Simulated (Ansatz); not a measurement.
Runs of Ansatz 0.2.0 on Sb. Symmetry: P6_3/mmc, No. 194, hexagonal system. Conventional cell: a = 3.355 Å, b = 3.355 Å, c = 5.470 Å, α = 90.00°, β = 90.00°, γ = 120.00°. Around Sb (site symmetry -6m2) lie 12 Sb at 3.35 Å. This isn't the form of Sb at room conditions, which is rhombohedral.

```tsv
task	level	k mesh	cutoff (eV)	share of exact exchange	atoms under strain	mesh quality	gap on the mesh (eV)	pressure (GPa)
single point	r2SCAN0 form with a typed share of exact exchange	5 × 5 × 3	500	0.5	-	coarse	-	-4.3
phonons	LDA	7 × 7 × 4	420	-	-	not flagged	none	-
elastic constants	LDA	7 × 7 × 4	420	-	relaxed	not flagged	none	-2.4
single point	r2SCAN0 form with a typed share of exact exchange	5 × 5 × 3	500	0.15	-	coarse	none	(a)
single point	r2SCAN0	5 × 5 × 3	500	0.25	-	coarse	none	-2.4
```

Alike in all rows: potentials or basis Ansatz PAW; no spin polarisation; cell as given; smearing fermi-dirac 0.05 eV.

Problem. Estimate the missing entries.

Solution. (a) -1.6.

Caveats: some runs use coarse meshes; the PAW data sets come from PBE, with cores solved anew for the run's functional, which leaves a small shift of forces and pressure; the thresholds are loose for stress (some runs); some modes are imaginary (some runs); the elastic tensor has a negative eigenvalue, so either the cell is unstable as it stands or the mesh is too thin (some runs).

A k mesh can miss the band edges, and the runs leave out spin-orbit coupling on Sb.

A gap of «none» marks a metal or a gap under the smearing width.

Runs at the PBE level aren't shown here.
